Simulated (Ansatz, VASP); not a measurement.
**Two plane-wave programs on PbO**

The input POSCAR:

```
PbO
1.0
    0.0000000000      2.7987768033      2.9457125854
    2.7987768033      0.0000000000      2.9457125854
    2.7987768033      2.7987768033      0.0000000000
Pb O
1 1
Direct
    0.0000000000      0.0000000000      0.0000000000
    0.2500000000      0.2500000000      0.2500000000
```

File INCAR.step1:

```
SYSTEM = PbO
PREC = Accurate ; ENCUT = 520
ISMEAR = 0 ; SIGMA = 0.01
LREAL = .FALSE. ; LASPH = .TRUE.
NELM = 100 ; NBANDS = 17
GGA = PE ; ALGO = Normal
EDIFF = 1E-4 ; LWAVE = .TRUE.
LCHARG = .FALSE.
```

File INCAR.step2:

```
SYSTEM = PbO
PREC = Accurate ; ENCUT = 520
EDIFF = 1E-6 ; ISMEAR = 0
SIGMA = 0.01 ; LREAL = .FALSE.
LASPH = .TRUE. ; NELM = 100
ALGO = Normal ; ISIF = 2
LWAVE = .FALSE. ; LCHARG = .TRUE.
METAGGA = R2SCAN ; LMIXTAU = .TRUE.
LELF = .TRUE. ; LVHAR = .TRUE.
NBANDS = 17 ; ISTART = 1
```

The input KPOINTS:

```
regular mesh
0
G
  8 8 8
  0 0 0
```

Input for Ansatz:

```yaml
crystal:
  lattice:
    - [0.0, 2.7987768033, 2.9457125854]
    - [2.7987768033, 0.0, 2.9457125854]
    - [2.7987768033, 2.7987768033, 0.0]
  atoms:
    - { symbol: Pb, position: [0.0, 0.0, 0.0] }
    - { symbol: O, position: [0.25, 0.25, 0.25] }
kpoints:
  mp_grid: { grid: [8, 8, 8] }
  band_path:
    path:
      - [0.0, 0.0, 0.0]
      - [-0.5, -0.5, 0.0]
      - [-0.375, -0.375, 0.25]
      - [-0.375, 0.0, 0.375]
      - [0.0, 0.0, 0.5]
      - [-0.5, -0.25, 0.25]
      - [0.286458, -0.5, -0.213542]
      - [0.0, 0.5, 0.5]
    npoints: 1
hamiltonian:
  xc: r2scan
scf:
  occupations: { method: fixed }
  n_extra_bands: 4
output:
  forces: true
  stress: true
  eigenvalues: true
```

Change from the starting cell: uniaxial_z strain +5.2%.

Alike in both runs: task single point; functional r2SCAN; k mesh 8 × 8 × 8; no spin polarisation.

```csv
,VASP,Ansatz
version,VASP 6.6.1,Ansatz 0.2.0
potentials or method,"VASP PAW PBE potentials, release 64 (Pb_d, O)","plane waves, PAW"
plane-wave cutoff (eV),520,500
occupations,"gaussian, width 0.01 eV",fixed
valence electrons in the cell,20,20
```

Ansatz gave:

| Item | Value |
| --- | --- |
| gap on the k mesh at the Fermi level (eV) | 0.72 |
| pressure (GPa) | -3.3 |
| largest component of the traceless stress (GPa) | 0.53 |

Problem. Which values does VASP return?

Solution. gap on the k mesh at the Fermi level (eV): 0.71; pressure (GPa): -3.1; largest component of the traceless stress (GPa): 0.50.

Caveats: the PAW data sets were made with another functional, which shifts forces and pressure a little (VASP); spin-orbit coupling is left out, which as a rule narrows the gap of such compounds by several tenths of an eV. A k mesh can miss the band edges.
